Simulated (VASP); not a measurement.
# Zn in VASP: settings compared, part 2 of 2

VASP 6.6.1. Earlier steps stand in the parts before.

## Step 5: Relaxation of the atoms, PBE+D3(BJ)

File INCAR:

```
SYSTEM = Zn
ALGO = Fast
DIPOL = 0.5 0.5 0.500
EDIFF = 1E-6
EDIFFG = -0.02
ENCUT = 520
GGA = PE
IBRION = 2
IDIPOL = 3
ISIF = 2
ISMEAR = -1
IVDW = 12
LASPH = .TRUE.
LCHARG = .FALSE.
LDIPOL = .TRUE.
LREAL = .FALSE.
LWAVE = .FALSE.
NELM = 80
NSW = 60
PREC = Accurate
SIGMA = 0.05
```

File KPOINTS:

```
k-points
0
G
  9 9 1
  0 0 0
```

File POSCAR:

```
Zn
1.0
    2.6169740200      0.0000000000      0.0000000000
   -1.3084870100      2.2681701736      0.0000000000
    0.0000000000      0.0000000000     27.1587934876
Zn
6
Selective dynamics
Direct
    0.3393536486      0.6787072973      0.2761536518  F F F
    0.0115275509      0.0230551018      0.3651252919  F F F
    0.3508811995      0.7017623991      0.4550417640  F F F
    0.6902348482      0.3804696963      0.5449582360  T T T
    0.3624087504      0.7248175009      0.6339298761  T T T
    0.7017623991      0.4035247981      0.7238463482  T T T
```

Potentials or basis: VASP PAW PBE potentials, release 64 (Zn).

Launch:

```
> cat potpaw_PBE.64/Zn/POTCAR > POTCAR
> mpirun -np 1 vasp_std > vasp.out
```

OUTCAR:

```text
SYSTEM = Zn
   EDIFF = 1E-6
   EDIFFG = -0.02
   ENCUT = 520
   GGA = PE
   IBRION = 2
   ISIF = 2
   ISMEAR = -1
   IVDW = 12
   LASPH = .TRUE.
   LREAL = .FALSE.
   NELM = 80
   NSW = 60
   PREC = Accurate
 IVDW          = 12

 ion  position               nearest neighbor table
   1  0.339  0.679  0.276-   2 2.84   2 2.86   2 2.86
   2  0.012  0.023  0.365-   1 2.84   1 2.86   1 2.86   3 2.86   3 2.86   3 2.89
   3  0.351  0.702  0.455-   4 2.86   4 2.86   2 2.86   2 2.86   4 2.89   2 2.89
   4  0.690  0.380  0.545-   5 2.84   5 2.86   5 2.86   3 2.86   3 2.86   3 2.89
   5  0.362  0.725  0.634-   4 2.84   4 2.86   4 2.86   6 2.86   6 2.86   6 2.89
   6  0.702  0.404  0.724-   5 2.86   5 2.86   5 2.89

  LATTYP: Found a base centered orthorhombic cell.
 ALAT       =     2.6169740200
 B/A-ratio  =     1.7334296453
 C/A-ratio  =    10.3779377556

  Lattice vectors:

 A1 = (   1.3084870100,  -2.2681701736,   0.0000000000)
 A2 = (   1.3084870100,   2.2681701736,   0.0000000000)
 A3 = (   0.0000000000,   0.0000000000,  27.1587934876)

Analysis of symmetry for initial positions (statically):
=====================================================================
 Subroutine PRICEL returns:
 Original cell was already a primitive cell.

 Routine SETGRP: Setting up the symmetry group for a
 base centered orthorhombic supercell.

 Subroutine GETGRP returns: Found  2 space group operations
 (whereof  2 operations were pure point group operations)
[... 411 lines left out ...]
--------------------------------------- Ionic step       13  -------------------------------------------

 number of electron      71.9999984 magnetization

 dipolmoment           0.000000      0.000000     -0.001686 electrons x Angstroem

 Free energy of the ion-electron system (eV)
  ---------------------------------------------------
  ext. energy  EPLUGINS =         0.00000000
  ---------------------------------------------------
  free energy    TOTEN  =        -6.39972464 eV

  energy without entropy =       -6.38446981  energy(sigma->0) =       -6.39209723

 E-fermi :   0.1248     XC(G=0):  -7.0401

 val. band max:        0.0821013641   @ k =  -0.3333   0.1111   0.0000
 cond. band min:       0.2182178725   @ k =   0.3333   0.3333   0.0000
 fundamental gap:      0.1361165083
 Fermi energy:         0.1247878123

 k-point     1 :       0.0000    0.0000    0.0000
  band No.  band energies     occupation
      1     -10.5666      2.00000
      2     -10.1595      2.00000
      3      -9.5043      2.00000
      4      -9.0157      2.00000
      5      -8.8806      2.00000
      6      -8.7882      2.00000
[... 1093 lines left out ...]
     42       3.6091      0.00000
     43       4.1500      0.00000

 [... further k-points ...]

------------------------ aborting loop because EDIFF is reached ----------------------------------------

 vacuum level on the upper side and lower side of the slab       (xc-potential included)        -0.161        -0.125

 Edisp (eV)   -2.11659

 E8    (eV) :    -0.9096

  FORCE on cell =-STRESS in cart. coord.  units (eV):
  Direction    XX          YY          ZZ          XY          YZ          ZX
  --------------------------------------------------------------------------------------
  -------------------------------------------------------------------------------------
  Total      -2.39948    -2.46170     0.84897     0.00000    -0.09428     0.00000
  in kB     -23.84748   -24.46582     8.43757     0.00000    -0.93705     0.00000
  external pressure =      -13.29 kB  Pullay stress =        0.00 kB
[... 21 lines left out ...]
  FREE ENERGIE OF THE ION-ELECTRON SYSTEM (eV)
  ---------------------------------------------------
  free  energy   TOTEN  =        -8.5163154779 eV

  energy  without entropy=       -8.5010606497  energy(sigma->0) =       -8.50868806

 reached required accuracy - stopping structural energy minimisation

 vacuum level on the upper side and lower side of the slab         3.998         4.030
```

OSZICAR:

```text
N       E                     dE             d eps       ncg     rms          rms(c)
DAV:   1     0.499153752210E+03    0.49915E+03   -0.35904E+04  2150   0.222E+03
DAV:   2     0.386216758381E+02   -0.46053E+03   -0.45143E+03  2150   0.463E+02
[... 127 lines left out ...]
RMM:   2    -0.639965499650E+01   -0.10124E-02   -0.10380E-02  2158   0.790E-01    0.627E-02
RMM:   3    -0.639974496076E+01   -0.89964E-04   -0.11325E-03  2168   0.221E-01    0.385E-02
RMM:   4    -0.640005650090E+01   -0.31154E-03   -0.19477E-04  2170   0.928E-02    0.479E-02
RMM:   5    -0.639972509985E+01    0.33140E-03   -0.55222E-05  2172   0.506E-02    0.811E-03
RMM:   6    -0.639972439742E+01    0.70243E-06   -0.10929E-05  1951   0.244E-02    0.292E-03
RMM:   7    -0.639972463935E+01   -0.24194E-06   -0.25361E-06  1402   0.116E-02
  13 F= -.85163155E+01 E0= -.85086881E+01  d E =-.872360E-02
```

CONTCAR:

```text
Zn
   1.00000000000000
     2.6169740199999998    0.0000000000000000    0.0000000000000000
    -1.3084870099999999    2.2681701736000002    0.0000000000000000
     0.0000000000000000    0.0000000000000000   27.1587934876000006
  Zn
     6
Selective dynamics
Direct
     0.3393536486000031    0.6787072973000008    0.2761536518000014   F   F   F
     0.0115275508999986    0.0230551017999971    0.3651252919000001   F   F   F
     0.3508811995000016    0.7017623990999979    0.4550417640000006   F   F   F
     0.6906157480845949    0.3812314960691880    0.5499874716847778   T   T   T
     0.3592114091409832    0.7184228183819682    0.6433178076076437   T   T   T
     0.6922712968056655    0.3845425935113363    0.7356944300083482   T   T   T

  0.00000000E+00  0.00000000E+00  0.00000000E+00
  0.00000000E+00  0.00000000E+00  0.00000000E+00
  0.00000000E+00  0.00000000E+00  0.00000000E+00
  0.00000000E+00  0.00000000E+00  0.00000000E+00
  0.00000000E+00  0.00000000E+00  0.00000000E+00
  0.00000000E+00  0.00000000E+00  0.00000000E+00
```

It took 18 min on 1 thread of Intel Xeon 6975P-C (Granite Rapids), shared host; peak memory 0.36 GiB.

Results:

```yaml
Free_energy: -8.5163 eV
Energy_gained_by_relaxing: 4.4 meV/atom
Ionic_steps: 13
Band_gap_on_the_k_mesh: none (metal or under the smearing width)
Dispersion_energy_per_atom: -0.353 eV
```

Step by step:
```
step  energy change (eV)  largest force (eV/Å)  pressure (GPa)
   1              0.0000                0.1801           -0.58
   2             -0.0008                0.1789           -0.58
   3             -0.0030                0.1798           -0.64
   4             -0.0061                0.1797           -0.73
   5             -0.0080                0.1898           -0.89
   6             -0.0092                0.1797           -0.93
   7             -0.0123                0.1803           -0.98
   8             -0.0164                0.1803           -1.09
   9             -0.0169                0.1949           -1.30
  10             -0.0179                0.1818           -1.22
  11             -0.0214                0.1813           -1.26
  12             -0.0260                0.1824           -1.31
  13             -0.0266                0.1844           -1.33
```

Final structure:
```
Zn
1.0
     2.61697    0.00000    0.00000
    -1.30849    2.26817    0.00000
     0.00000    0.00000   27.15879
Zn
6
Cartesian
  0.0000 1.5394 7.5000
  0.0000 0.0523 9.9164
  0.0000 1.5917 12.3584
  1.3085 0.8647 14.9370
  0.0000 1.6295 17.4717
  1.3085 0.8722 19.9806
```

## Step 6: The runs side by side

| level | gap on the mesh (eV) |
| --- | --- |
| PBE | none |
| PBE+D2 | none |
| PBE+D3 | none |
| PBE+D3(BJ) | none |

Alike in all rows: task relaxation of the atoms; potentials or basis VASP PAW PBE potentials, release 64 (Zn); no spin polarisation; cell atoms relaxed; k mesh 9 × 9 × 1; cutoff (eV) 520; smearing fermi-dirac 0.05 eV.

Caveats: atom-pairwise D2, TS and ULG terms overbind metals (some runs).

Absolute energies hang on the potentials; compare differences alone.
